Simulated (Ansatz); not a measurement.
Pd (bcc): energy against volume

Computed with DFT, revPBE, plane waves (420 eV) with PAW, scalar-relativistic in Ansatz 0.2.0. The PAW files were generated under PBE, with cores re-solved for the functional.

The cell is scaled uniformly from the relaxed one, with fractional coordinates and shape fixed. Energies are extrapolated to zero smearing, pressures are those at the given smearing. Magnetic state: non-magnetic.

A Birch-Murnaghan fit gives V₀ = 15.76 Å³/atom, B₀ = 150 GPa, B₀′ = 5.6.

(1) What are the energy above the minimum and the pressure at 13.868 Å³/atom?

(2) What are the energy above the minimum and the pressure at 16.390 Å³/atom?

(3) What are the energy above the minimum and the pressure at 17.650 Å³/atom?

Answers

(1) 139.8 meV/atom and 27.33 GPa as computed.

(2) 11.0 meV/atom and -5.23 GPa as computed.

(3) 83.2 meV/atom and -12.31 GPa as computed.
